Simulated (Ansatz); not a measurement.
# ZnS: two normal modes frozen in

How does the energy of ZnS (P6_3mc, No. 186; 4 atoms in the cell) change over two coordinates at once? A grid of runs gives the map.

Method: DFT PBEsol, scalar-relativistic, plane waves, PAW, in Ansatz 0.2.0.

5 further runs of the same task are left out: 1 that didn't finish, 4 set aside as unsound or not needed.

## (1) Starting point

It takes space group P6_3mc (No. 186, hexagonal). The conventional cell has a = 3.781 Å, b = 3.781 Å, c = 6.209 Å, α = 90.00°, β = 90.00°, γ = 120.00°. Zn (site symmetry 3m) is surrounded by 4 S at 2.32 Å. S (site symmetry 3m) is surrounded by 4 Zn at 2.32 Å.

Coordinates:

```
Zn S
1.0
     3.78145    0.00000    0.00000
    -1.89072    3.27483    0.00000
     0.00000    0.00000    6.20871
Zn S
2 2
Direct
  0.33333 0.66667 0.00544
  0.66667 0.33333 0.50544
  0.33333 0.66667 0.37956
  0.66667 0.33333 0.87956
```

It is the result of an earlier relaxation at this level (volume 19.22 Å³/atom; gap on the mesh: 2.16 eV).

## (3) Setting up the map

The energy is mapped over two normal modes frozen in (zone-centre modes of the cell shown).

The axes are (1) amplitude of mode 4 (69 cm⁻¹), largest displacement: 5 values from −0.197 Å; (2) amplitude of mode 5 (69 cm⁻¹), largest displacement: 5 values from −0.197 Å.

Nothing else is relaxed (the cell and all other modes fixed). Energies count from the relaxed high-symmetry cell. Points are written as (first, second).

Displacement patterns for an amplitude of 1 (Å):

```csv
atom,x1,y1,z1,x2,y2,z2
Zn1,1.000,0.000,0.000,0.000,1.000,0.000
Zn2,-1.000,0.000,0.000,0.000,-1.000,0.000
S3,-0.836,0.000,0.000,0.000,-0.836,0.000
S4,0.836,0.000,0.000,0.000,0.836,0.000
```

(The set-up runs are not shown.)

## (4) Grid point (−0.197 Å, −0.197 Å)

input.yaml

```yaml
crystal:
  lattice:
    - [3.7814465092, 0.0, 0.0]
    - [-1.8907232546, 3.27482874, 0.0]
    - [0.0, 0.0, 6.2087146531]
  atoms:
    - { symbol: Zn, position: [0.2511589585, 0.6065108492, 0.0054424479] }
    - { symbol: Zn, position: [0.7488410415, 0.3934891508, 0.5054424479] }
    - { symbol: S, position: [0.4020578139, 0.7169764782, 0.3795575521] }
    - { symbol: S, position: [0.5979421861, 0.2830235218, 0.8795575521] }
basis:
  ecutwfc: 520.0
kpoints:
  mp_grid: { grid: [9, 9, 6] }
hamiltonian:
  xc: pbesol
  pseudopotentials: { kind: paw }
scf:
  occupations: { method: gaussian, width: 0.05 }
output:
  forces: true
  stress: true
  eigenvalues: true
```

On the command line:

```sh
> ansatz run input.yaml --threads 1 --pin off --max-ram 2048MiB --backend cpu --events-out ev --progress --plain --runs-dir out
```

Further runs follow: the other points that were computed.

**Question.** What will these runs give? Wanted: lowest point; highest computed point; modes; band gap on the k-mesh.

The runs gave:

| quantity | value |
| --- | --- |
| lowest point | (0.000 Å, 0.000 Å), 0 meV |
| highest computed point | (−0.197 Å, −0.197 Å), 133 meV above the lowest |
| modes | 12 from 0 to 337 cm⁻¹ |
| band gap on the k-mesh (eV) | 1.963 at (−0.197 Å, −0.197 Å) to 2.156 at (0.000 Å, 0.000 Å); 2.156 at the lowest point |
| time for all points | 14 min on 1 thread, shared host |

What this shows: The cell is stable against its own zone-centre modes, which says nothing of other wave vectors. The lowest computed point is at (0.000 Å, 0.000 Å), which is the relaxed high-symmetry cell itself. No other kind of well shows on this grid. The highest computed point, (−0.197 Å, −0.197 Å), lies 133 meV above the lowest. Round the minimum the two coordinates are nearly uncoupled.

These are semilocal Kohn-Sham gaps, which aren't the measured quantity. Such gaps usually fall short of the measured ones.
